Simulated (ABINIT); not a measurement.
Input of an ABINIT 10.8.3 (patched build) run:

Contents of run.abi:

```
pp_dirpath "./"
pseudos "Ga.LDA_PW-JTH.xml, N.LDA_PW-JTH.xml"

acell 3.1869311219 3.1869311219 3.1869311219 Angstrom
rprim
     0.0000000000     0.7071067812     0.7071067812
     0.7071067812     0.0000000000     0.7071067812
     0.7071067812     0.7071067812     0.0000000000
ntypat 2
znucl 31 7
natom 2
typat 1 2
xred
     0.0000000000     0.0000000000     0.0000000000
     0.2500000000     0.2500000000     0.2500000000

ecut 25.0
pawecutdg 47.0

kptopt 1
ngkpt 6 6 6
nshiftk 1
shiftk 0.0 0.0 0.0

ixc 7

nband 13
occopt 3
tsmear 0.05 eV

nstep 100
tolvrs 1.0e-9

iomode 3
prtwf 0
prteig 0
prtebands 0
enunit 2
prtden 1
prtvha 1
prtvclmb 1
prtpot 1
```

Potentials or basis: JTH PAW LDA v2.0.

Command:

```console
$ abinit run.abi > log 2>&1
```

**Question.** What does it give for the band gap on the k mesh?

**Answer.** 1.73 eV, direct.

**Measured values to compare with.**

A printed reference work, textbook reports, for a bulk crystal of GaN at 0 K: band gap 3.299 eV (direct).

Measured gap of GaN: 3.299 eV (direct; 0 K; a printed reference work, textbook). This calculation gives 1.73 eV (-1.57 eV). Spin-orbit coupling on Ga is left out. The value is that of LDA, without temperature or zero-point motion. Semilocal functionals fall short of measured gaps as a rule. The cell is a database's relaxed one, not the measured one, which moves gaps too.
